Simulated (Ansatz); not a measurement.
TiTe:

```
CELL_PARAMETERS angstrom
0.00000 3.31060 3.31060
3.31060 0.00000 3.31060
3.31060 3.31060 0.00000
ATOMIC_POSITIONS crystal
Ti 0.00000 0.00000 0.00000
Te 0.25000 0.25000 0.25000
```

The cell comes from a database or a generator and needn't be the stable form of this composition.

| Item | Value |
| --- | --- |
| Program | Ansatz 0.2.0 |
| Task | relaxation of cell and atoms |
| Functional | PBE0 |
| Potentials or basis | Ansatz PAW |
| Cutoff | 420 eV (not typed: the program's choice for these potentials) |
| k mesh | 4 × 4 × 4 |
| Occupations | fermi-dirac, width 0.05 eV |
| Spin | no spin polarisation |

At the start: volume 36.28 Å³/atom.

Q: How do energy, volume and symmetry change on relaxing?

A: It ends after 6 steps and the volume is 29.79 Å³/atom (-17.9 %); space group F-43m (No. 216, to 0.05 Å).

Step by step:
```csv
step,energy change (eV),largest force (eV/Å),volume (Å³)
1,0.0000,0.0000,72.57
2,-0.3638,0.0000,62.46
3,-0.3844,0.0000,58.34
4,-0.3894,0.0000,59.68
5,-0.3894,0.0000,59.58
6,-0.3870,0.0000,59.58
```

Final structure:
```xyz
2
Lattice="0.0000 3.1000 3.1000 3.1000 0.0000 3.1000 3.1000 3.1000 0.0000" Properties=species:S:1:pos:R:3 pbc="T T T"
Ti    0.0000    0.0000    0.0000
Te    1.5500    1.5500    1.5500
```

Caveat: the k mesh is coarse (spacing up to 0.41 Å⁻¹), so the values aren't converged, least of all with exact exchange; the volume moved by over 15 % at a fixed basis, so the end points are rough; the plane-wave basis is chosen anew once the cell has moved, so the energies of steps on either side of that aren't comparable; the PAW data sets come from PBE, with cores solved anew for the run's functional, which leaves a small shift of forces and pressure.
